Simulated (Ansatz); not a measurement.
# C in Ansatz: convergence with n extra bands

Input of the first run (n extra bands 1); the others differ in this setting and in those tied to it:

Contents of input.yaml:

```yaml
crystal:
  lattice:
    - [2.1273203072, -1.22828244, 0.0]
    - [2.1273203072, 1.22828244, 0.0]
    - [-1.3790696309, 0.0, 3.5028300786]
  atoms:
    - { symbol: C, position: [0.16664447, 0.16664447, 0.99990696] }
    - { symbol: C, position: [0.83335553, 0.83335553, 9.304e-05] }
kpoints:
  mp_grid: { grid: [13, 13, 8] }
scf:
  occupations: { method: fermi_dirac, width: 0.05 }
  n_extra_bands: 1
hamiltonian:
  xc: pbe
  pseudopotentials: { kind: all_electron, lapw: { basis_error: 0.001 } }
output:
  forces: true
  stress: true
  eigenvalues: true
```

Potentials or basis: all-electron LAPW, scalar-relativistic.

Launch:

```console
$ ansatz run input.yaml --threads 1 --pin off --max-ram 3072MiB --backend cpu --events-out ev --progress --plain --runs-dir out
```

This is a stacking variant of graphite.

Hardware: 1 thread of Intel(R) Xeon(R) Processor @ 2.50GHz (Skylake/Cascade Lake), on a shared host.

```
n extra bands  energy less the tightest run, at zero smearing (meV/atom)  SCF cycles  CPU time (s)  peak memory (GiB)
            1                                                       0.01           6            63               0.58
            2                                                       0.01           6            64               0.59
            4                                                       0.01           6            77               0.61
            8                                                       0.01           6            87               0.64
           16                                                       0.01           6           120               0.71
           32                                                       0.00           6           150               0.96
```

Against the tightest run, the energy stays within 1 meV/atom from 1 on. The tightest run that finished is the yardstick and may itself not be fully converged.

Caveat, for the tightest run too: an odd mesh through Γ misses points on the zone boundary, where band edges often lie.
